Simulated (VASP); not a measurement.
# Ni (Fm-3m) in VASP: further runs, part 2 of 2

VASP 6.6.1. The steps go on from the part before.

## 3. Relaxation of cell and atoms, PBE+D4, collinear spin, ferromagnetic start

INCAR

```
PREC = Accurate ; ENCUT = 600
EDIFF = 1E-6 ; ISMEAR = -1
SIGMA = 0.05 ; LREAL = False
LASPH = True ; NELM = 120
ALGO = Normal ; ISIF = 3
LWAVE = False ; LCHARG = False
ISPIN = 2 ; MAGMOM = 1
LORBIT = 11 ; LMAXMIX = 4
GGA = PE ; IVDW = 13
IBRION = 2 ; NSW = 40
EDIFFG = -0.01
```

KPOINTS

```
regular mesh
0
Gamma
  13 13 13
```

POSCAR

```
Ni
1.0
    0.0000000000      1.7375729330      1.7375729330
    1.7375729330      0.0000000000      1.7375729330
    1.7375729330      1.7375729330      0.0000000000
Ni
1
Direct
    0.0000000000      0.0000000000      0.0000000000
```

Potentials or basis: VASP PAW PBE potentials, release 64 (Ni).

The run is started by

```bash
$ cat potpaw_PBE.64/Ni/POTCAR > POTCAR
$ mpirun -np 1 vasp_std > vasp.out
```

OUTCAR:

```text
PREC = Accurate
   ENCUT = 600
   EDIFF = 1E-6
   ISMEAR = -1
   LREAL = False
   LASPH = True
   NELM = 120
   ISIF = 3
   ISPIN = 2
   LORBIT = 11
   GGA = PE
   IVDW = 13
   IBRION = 2
   NSW = 40
   EDIFFG = -0.01

 ion  position               nearest neighbor table
   1  0.000  0.000  0.000-

  LATTYP: Found a face centered cubic cell.
 ALAT       =     3.4751458660

  Lattice vectors:

 A1 = (   0.0000000000,   1.7375729330,   1.7375729330)
 A2 = (   1.7375729330,   0.0000000000,   1.7375729330)
 A3 = (   1.7375729330,   1.7375729330,   0.0000000000)

Analysis of symmetry for initial positions (statically):
=====================================================================
 Subroutine PRICEL returns:
 Original cell was already a primitive cell.

 Routine SETGRP: Setting up the symmetry group for a
 face centered cubic supercell.

 Subroutine GETGRP returns: Found 48 space group operations
 (whereof 48 operations were pure point group operations)
 out of a pool of 48 trial point group operations.

The static configuration has the point symmetry O_h .

Analysis of symmetry for dynamics (positions and initial velocities):
=====================================================================
 Subroutine PRICEL returns:
 Original cell was already a primitive cell.

 Routine SETGRP: Setting up the symmetry group for a
 face centered cubic supercell.

 Subroutine GETGRP returns: Found 48 space group operations
 (whereof 48 operations were pure point group operations)
 out of a pool of 48 trial point group operations.

The dynamic configuration has the point symmetry O_h .

Analysis of structural, dynamic, and magnetic symmetry:
=====================================================================
 Subroutine PRICEL returns:
 Original cell was already a primitive cell.

 Routine SETGRP: Setting up the symmetry group for a
 face centered cubic supercell.

 Subroutine GETGRP returns: Found 48 space group operations
 (whereof 48 operations were pure point group operations)
 out of a pool of 48 trial point group operations.

The overall configuration has the point symmetry O_h .

 Subroutine INISYM returns: Found 48 space group operations
 (whereof 48 operations are pure point group operations),
 and found     1 'primitive' translations

----------------------------------------------------------------------------------------

                                     Primitive cell

  volume of cell :      10.4920

  direct lattice vectors                    reciprocal lattice vectors
     0.000000000  1.737572933  1.737572933    -0.287757705  0.287757705  0.287757705
     1.737572933  0.000000000  1.737572933     0.287757705 -0.287757705  0.287757705
     1.737572933  1.737572933  0.000000000     0.287757705  0.287757705 -0.287757705

  length of vectors
     2.457299207  2.457299207  2.457299207     0.498410966  0.498410966  0.498410966

  position of ions in fractional coordinates (direct lattice)
     0.000000000  0.000000000  0.000000000

  ion indices of the primitive-cell ions
   primitive index   ion index
                 1           1

----------------------------------------------------------------------------------------

 KPOINTS: regular mesh

Automatic generation of k-mesh.
 Grid dimensions read from file:
 generate k-points for:   13   13   13

 Generating k-lattice:

  Cartesian coordinates                     Fractional coordinates (reciprocal lattice)
    -0.022135208  0.022135208  0.022135208     0.076923077  0.000000000  0.000000000
[... 44 lines left out ...]
   dimension x,y,z NGX =    20 NGY =   20 NGZ =   20
   dimension x,y,z NGXF=    40 NGYF=   40 NGZF=   40
   ions per type =               1
   NGX,Y,Z   is equivalent  to a cutoff of  13.53, 13.53, 13.53 a.u.
   NGXF,Y,Z  is equivalent  to a cutoff of  27.06, 27.06, 27.06 a.u.
 SYSTEM =  unknown system
   PREC   = accura    normal or accurate (medium, high low for compatibility)
   ISTART =      0    job   : 0-new  1-cont  2-samecut
   ICHARG =      2    charge: 1-file 2-atom 10-const
   ISPIN  =      2    spin polarized calculation?
   LNONCOLLINEAR =      F non collinear calculations
   LSORBIT =      F    spin-orbit coupling
   LASPH  =      T    aspherical Exc in radial PAW
   ENCUT  =  600.0 eV  44.10 Ry    6.64 a.u.   4.91  4.91  4.91*2*pi/ulx,y,z
   NELM   =    120;   NELMIN=  2; NELMDL= -5     # of ELM steps
   EDIFF  = 0.1E-05   stopping-criterion for ELM
   LREAL  =      F    real-space projection
   EDIFFG = -.1E-01   stopping-criterion for IOM
   NSW    =     40    number of steps for IOM
   IBRION =      2    ionic relax: 0-MD 1-quasi-New 2-CG
   NFREE  =      1    steps in history (QN), initial steepest desc. (CG)
   ISIF   =      3    stress and relaxation
   ISYM   =      2    0-nonsym 1-usesym 2-fastsym
   POTIM  = 0.5000    time-step for ionic-motion
   TEBEG  =    0.0;   TEEND  =   0.0 temperature during run
   PSTRESS=    0.0 pullay stress
   NELECT =      10.0000    total number of electrons
   NUPDOWN=      -1.0000    fix difference up-down
   EMIN   =  10.00;   EMAX   =-10.00  energy-range for DOS
   EFERMI =   0.00;   METHOD = LEGACY
   ISMEAR =    -1;   SIGMA  =   0.05  broadening in eV -4-tet -1-fermi 0-gaus
   EFERMI_NEDOS =   21; number of points for ismear=-14 and -15
   IALGO  =     38    algorithm
   IMIX   =      4    mixing-type and parameters
     AMIX     =   0.40;   BMIX     =  1.00
     AMIX_MAG =   1.60;   BMIX_MAG =  1.00
  volume/ion in A,a.u.               =      10.49        70.80
  Fermi-wavevector in a.u.,A,eV,Ry     =   1.611097  3.044533 35.315755  2.595635
  Thomas-Fermi vector in A             =   2.706542
   LORBIT       =     11    0 simple, 1 ext, 2 COOP (PROOUT), +10 PAW based schemes
   GGA     = PE    functional components
   LHFCALC =     F    Hartree Fock is set to
   AEXX    =    0.0000 exact exchange contribution
   IVDW    =    13    specifies the selected vdW correction
   LEPSILON=     F    determine dielectric tensor
   LRPA    =     F    only Hartree local field effects (RPA)
 conjugate gradient relaxation of ions
 spin polarized calculation
  energy-cutoff  :      600.00
  volume of cell :       10.49
 maximum number of plane-waves:       365
   NGX =  9   NGY =  9   NGZ =  9

--------------------------------------- Ionic step        1  -------------------------------------------

 number of electron      10.0000000 magnetization       1.0000000

 number of electron       9.9999999 magnetization       0.6225094

 Free energy of the ion-electron system (eV)
  ---------------------------------------------------
  ext. energy  EPLUGINS =         0.00000000
  ---------------------------------------------------
  free energy    TOTEN  =        -5.47037382 eV

  energy without entropy =       -5.45766275  energy(sigma->0) =       -5.46401828

------------------------ aborting loop because EDIFF is reached ----------------------------------------

  DFT-D4 for vdW energy calculation

  Edisp (eV):   -0.47038
[... 69 lines left out ...]
--------------------------------------- Ionic step        3  -------------------------------------------

 number of electron      10.0000001 magnetization       0.6230255

 Free energy of the ion-electron system (eV)
  ---------------------------------------------------
  ext. energy  EPLUGINS =         0.00000000
  ---------------------------------------------------
  free energy    TOTEN  =        -5.47288295 eV

  energy without entropy =       -5.46008087  energy(sigma->0) =       -5.46648191

 E-fermi :   9.8243     XC(G=0): -13.4395

 val. band max:        9.8240854064   @ k =   0.3846   0.3846   0.0000
 cond. band min:       9.8431781025   @ k =  -0.3846   0.3077   0.0000
 fundamental gap:      0.0190926961
 Fermi energy:         9.8242928358

 spin component 1

 k-point     1 :       0.0000    0.0000    0.0000
  band No.  band energies     occupation
      1       0.5915      1.00000
      2       7.3103      1.00000
      3       7.3103      1.00000
      4       7.3103      1.00000
      5       8.5386      1.00000
      6       8.5386      1.00000
      7      33.8046      0.00000
      8      37.9121      0.00000
      9      37.9121      0.00000
     10      37.9121      0.00000
[... 287 lines left out ...]
 k-point    24 :       0.4615    0.1538    0.0000
  band No.  band energies     occupation
      1       5.1745      1.00000
      2       6.8954      1.00000
      3       7.3342      1.00000
      4       7.7349      1.00000
      5       9.2544      0.99999
      6      10.6885      0.00000
      7      17.9370      0.00000
      8      28.9618      0.00000
      9      30.7204      0.00000
     10      32.8803      0.00000

 [... further k-points ...]

 spin component 2

 k-point     1 :       0.0000    0.0000    0.0000
  band No.  band energies     occupation
      1       0.5638      1.00000
      2       8.0571      1.00000
      3       8.0571      1.00000
      4       8.0571      1.00000
      5       9.1200      1.00000
      6       9.1200      1.00000
      7      33.6565      0.00000
      8      37.8939      0.00000
      9      37.8939      0.00000
     10      37.8939      0.00000
[... 331 lines left out ...]
  FREE ENERGIE OF THE ION-ELECTRON SYSTEM (eV)
  ---------------------------------------------------
  free  energy   TOTEN  =        -5.9409632966 eV

  energy  without entropy=       -5.9281612206  energy(sigma->0) =       -5.93456226

 reached required accuracy - stopping structural energy minimisation

 total charge

# of ion       s       p       d       tot
------------------------------------------
    1        0.511   0.526   8.330   9.367

 magnetization (x)

# of ion       s       p       d       tot
------------------------------------------
    1       -0.006  -0.024   0.661   0.632
```

OSZICAR:

```text
N       E                     dE             d eps       ncg     rms          rms(c)
DAV:   1     0.286391433041E+02    0.28639E+02   -0.52338E+03  3418   0.144E+03
DAV:   2    -0.568644503063E+01   -0.34326E+02   -0.32406E+02  3428   0.179E+02
[... 22 lines left out ...]
DAV:   1    -0.547972903115E+01   -0.44523E-02   -0.10219E-01  3616   0.515E+00    0.701E-01
DAV:   2    -0.547517162805E+01    0.45574E-02   -0.98982E-02  3686   0.451E+00    0.381E-01
DAV:   3    -0.547303346158E+01    0.21382E-02   -0.15085E-02  3632   0.185E+00    0.110E-01
DAV:   4    -0.547290561025E+01    0.12785E-03   -0.83774E-05  3784   0.792E-02    0.628E-02
DAV:   5    -0.547288275853E+01    0.22852E-04   -0.43157E-05  4484   0.480E-02    0.120E-02
DAV:   6    -0.547288294957E+01   -0.19104E-06   -0.93693E-07  1878   0.845E-03
   3 F= -.59409633E+01 E0= -.59345623E+01  d E =-.207887E-03  mag=     0.6237
```

CONTCAR:

```text
Ni
   1.00000000000000
     0.0000000000000000    1.7406458190992569    1.7406458190992569
     1.7406458190992569    0.0000000000000000    1.7406458190992569
     1.7406458190992569    1.7406458190992569    0.0000000000000000
  Ni
     1
Direct
     0.0000000000000000    0.0000000000000000    0.0000000000000000

  0.00000000E+00  0.00000000E+00  0.00000000E+00
```

It took 28 s on 1 thread of Intel Xeon Platinum 8488C (Sapphire Rapids), shared host; peak memory 0.14 GiB.

Results:

```yaml
Free_energy: -5.9410 eV
Relaxed_volume: 10.55 Å³/atom
Relaxed_cell: a = 2.462 Å, b = 2.462 Å, c = 2.462 Å, α = 60.00°, β = 60.00°, γ = 60.00°
Space_group_after_relaxing_to_0.05_Å: Fm-3m (No. 225)
Energy_gained_by_relaxing: 0.2 meV/atom
Ionic_steps: 3
Pressure_after_relaxing: 0.1 GPa
Band_gap_on_the_k_mesh: none (metal or under the smearing width)
Net_moment: 0.62 μB per cell
Site_moments: Ni +0.63 μB
Valence_electrons_inside_the_program's_atomic_spheres: Ni 9.37
Dispersion_energy_per_atom: -0.468 eV
```

The path:
| step | energy change (eV) | largest force (eV/Å) | pressure (GPa) | volume (Å³) |
| --- | --- | --- | --- | --- |
| 1 | 0.0000 | 0.0000 | 1.21 | 10.49 |
| 2 | 0.0001 | 0.0000 | -1.31 | 10.61 |
| 3 | -0.0002 | 0.0000 | 0.09 | 10.55 |

Final structure:
```yaml
crystal:
  lattice:
    - [0.00000, 1.74065, 1.74065]
    - [1.74065, 0.00000, 1.74065]
    - [1.74065, 1.74065, 0.00000]
  atoms:
    - { symbol: Ni, position: [0.00000, 0.00000, 0.00000] }
```

Levels at points of the mesh, in eV from the Fermi level:
Spin up:
```csv
k point,band 1,band 2,band 3,band 4,band 5,band 6,band 7,band 8,band 9,band 10
"(0.00, 0.00, 0.00)",-9.23,-2.51,-2.51,-2.51,-1.29,-1.29,23.98,28.09,28.09,28.09
```
Spin down:
```tsv
k point	band 3	band 4	band 5	band 6	band 7	band 8
(0.00, 0.00, 0.00)	-1.77	-1.77	-0.70	-0.70	23.83	28.07
```

Caveat: pairwise dispersion overbinds metals, which lowers pressure and volume.

## 4. Relaxation of cell and atoms, PBE+rVV10, collinear spin, ferromagnetic start

INCAR

```
PREC = Accurate
ENCUT = 600
EDIFF = 1E-6
ISMEAR = -1
SIGMA = 0.05
LREAL = False
LASPH = True
NELM = 150
ALGO = Normal
ISIF = 3
LWAVE = False
LCHARG = False
ISPIN = 2
MAGMOM = 1
LORBIT = 11
LMAXMIX = 4
GGA = PE
LUSE_VDW = True
IVDW_NL = 2
BPARAM = 10.0
CPARAM = 0.0093
IBRION = 2
NSW = 60
EDIFFG = -0.01
```

KPOINTS

```
Automatic mesh
0
Gamma
  13 13 13
```

POSCAR is that of step 3.

The run is started by

```bash
$ cat potpaw_PBE.64/Ni/POTCAR > POTCAR
$ mpirun -np 1 vasp_std > vasp.out
```

Run time: 52 s. Hardware: 1 thread of Intel Xeon Platinum 8488C (Sapphire Rapids), shared host; peak memory 0.19 GiB.

The run converged. Its results:

```yaml
Free_energy: -5.1632 eV
Relaxed_volume: 10.75 Å³/atom
Relaxed_cell: a = 2.477 Å, b = 2.477 Å, c = 2.477 Å, α = 60.00°, β = 60.00°, γ = 60.00°
Space_group_after_relaxing_to_0.05_Å: Fm-3m (No. 225)
Energy_gained_by_relaxing: 4.2 meV/atom
Ionic_steps: 3
Pressure_after_relaxing: 0.0 GPa
Band_gap_on_the_k_mesh: none (metal or under the smearing width)
Net_moment: 0.63 μB per cell
Site_moments: Ni +0.64 μB
Valence_electrons_inside_the_program's_atomic_spheres: Ni 9.33
```

Step by step:
| step | energy change (eV) | largest force (eV/Å) | pressure (GPa) | volume (Å³) |
| --- | --- | --- | --- | --- |
| 1 | 0.0000 | 0.0000 | 5.29 | 10.49 |
| 2 | 0.0002 | 0.0000 | -4.89 | 11.03 |
| 3 | -0.0042 | 0.0000 | 0.01 | 10.75 |

Final structure:
```xyz
1
Lattice="0.0000 1.7517 1.7517 1.7517 0.0000 1.7517 1.7517 1.7517 0.0000" Properties=species:S:1:pos:R:3 pbc="T T T"
Ni    0.0000    0.0000    0.0000
```

Levels at points of the mesh, in eV from the Fermi level:
Spin up:
```csv
k point,band 1,band 2,band 3,band 4,band 5,band 6,band 7,band 8,band 9,band 10
"(0.00, 0.00, 0.00)",-9.12,-2.47,-2.47,-2.47,-1.27,-1.27,23.80,27.75,27.75,27.75
```
Spin down:
| k point | band 3 | band 4 | band 5 | band 6 | band 7 | band 8 |
| --- | --- | --- | --- | --- | --- | --- |
| (0.00, 0.00, 0.00) | -1.72 | -1.72 | -0.69 | -0.69 | 23.65 | 27.73 |

Caveat: pairwise dispersion overbinds metals, which lowers pressure and volume.

## 5. Relaxation of cell and atoms, PBE+TS, collinear spin, ferromagnetic start

INCAR

```
SYSTEM = Ni
  PREC = Accurate
  ENCUT = 600
  EDIFF = 1E-7
  ISMEAR = -1
  SIGMA = 0.05
  LREAL = .FALSE.
  LASPH = .TRUE.
  NELM = 120
  ALGO = Normal
  ISIF = 3
  LWAVE = .FALSE.
  LCHARG = .FALSE.
  ISPIN = 2
  MAGMOM = 1
  LORBIT = 11
  LMAXMIX = 4
  GGA = PE
  IVDW = 2
  IBRION = 2
  NSW = 60
  EDIFFG = -0.01
```

KPOINTS

```
Automatic mesh
0
G
  13 13 13
  0 0 0
```

POSCAR is that of step 4.

The run is started by

```bash
$ cat potpaw_PBE.64/Ni/POTCAR > POTCAR
$ mpirun -np 1 vasp_std > vasp.out
```

Wall time 45 s (1 thread of Intel Xeon Platinum 8488C (Sapphire Rapids), shared host); peak memory 0.15 GiB.

The run converged. Its results:

* Free energy: -6.4716 eV
* Relaxed volume: 10.03 Å³/atom
* Relaxed cell: a = 2.420 Å, b = 2.420 Å, c = 2.420 Å, α = 60.00°, β = 60.00°, γ = 60.00°
* Space group after relaxing (to 0.05 Å): Fm-3m (No. 225)
* Energy gained by relaxing: 16.7 meV/atom
* Ionic steps: 4
* Pressure after relaxing: -0.1 GPa
* Band gap on the k mesh: none (metal or under the smearing width)
* Net moment: 0.62 μB per cell
* Site moments: Ni +0.62 μB
* Valence electrons inside the program's atomic spheres: Ni 9.47
* Dispersion energy per atom: -1.040 eV

Step by step:
| step | energy change (eV) | largest force (eV/Å) | pressure (GPa) | volume (Å³) |
| --- | --- | --- | --- | --- |
| 1 | 0.0000 | 0.0000 | -11.26 | 10.49 |
| 2 | 0.0217 | 0.0000 | 21.04 | 9.41 |
| 3 | -0.0167 | 0.0000 | -0.50 | 10.04 |
| 4 | -0.0167 | 0.0000 | -0.07 | 10.03 |

Final structure:
```xyz
1
Lattice="0.0000 1.7115 1.7115 1.7115 0.0000 1.7115 1.7115 1.7115 0.0000" Properties=species:S:1:pos:R:3 pbc="T T T"
Ni    1.7115    1.7115    3.4230
```

Levels at points of the mesh, in eV from the Fermi level:
Spin up:
```csv
k point,band 2,band 3,band 4,band 5,band 6,band 7,band 8,band 9
"(0.00, 0.00, 0.00)",-2.65,-2.65,-2.65,-1.33,-1.33,24.41,28.92,28.92
```
Spin down:
```csv
k point,band 1,band 2,band 3,band 4,band 5,band 6,band 7,band 8,band 9,band 10
"(0.00, 0.00, 0.00)",-9.62,-1.91,-1.91,-1.91,-0.75,-0.75,24.27,28.90,28.90,28.90
```

Caveat: atom-pairwise D2, TS and ULG terms overbind metals; pairwise dispersion overbinds metals, which lowers pressure and volume.

## 6. For comparison

An earlier run on the cell as given: functional PBEsol; potentials or basis VASP PAW PBE potentials, release 64 (Ni); cutoff 520 eV; k mesh 13 × 13 × 13; occupations fermi-dirac, width 0.05 eV; collinear spin, ferromagnetic start; starting moments [1.0] μB.

* Pressure: -2.4 GPa
* Band gap on the k mesh: none (metal or under the smearing width)
* Net moment: 0.62 μB per cell
* Site moments: Ni +0.63 μB
* Valence electrons inside the program's atomic spheres: Ni 9.38

## 7. Summary

| task | level | cell | cutoff (eV) | ladder | gap on the mesh (eV) | pressure (GPa) | moment (μB) | relaxed volume (Å³/atom) |
| --- | --- | --- | --- | --- | --- | --- | --- | --- |
| relaxation of cell and atoms | PBE+D3(BJ) | relaxed | 600 | - | none | 0.0 | 0.62 | 10.51 |
| relaxation of cell and atoms | PBE+D4 | relaxed | 600 | - | none | 0.1 | 0.62 | 10.55 |
| relaxation of cell and atoms | PBE+rVV10 | relaxed | 600 | - | none | 0.0 | 0.63 | 10.75 |
| relaxation of cell and atoms | PBE+TS | relaxed | 600 | - | none | -0.1 | 0.62 | 10.03 |
| single point | PBEsol | as given | 520 | free | none | -2.4 | 0.62 | - |

Alike in all rows: potentials or basis VASP PAW PBE potentials, release 64 (Ni); spin collinear, ferromagnetic start; k mesh 13 × 13 × 13; smearing fermi-dirac 0.05 eV.

Caveats: pairwise dispersion overbinds metals, which lowers pressure and volume (some runs); atom-pairwise D2, TS and ULG terms overbind metals (some runs); the PAW data sets were made with another functional, which shifts forces and pressure a little (some runs).

Absolute energies hang on the potentials; compare differences alone.
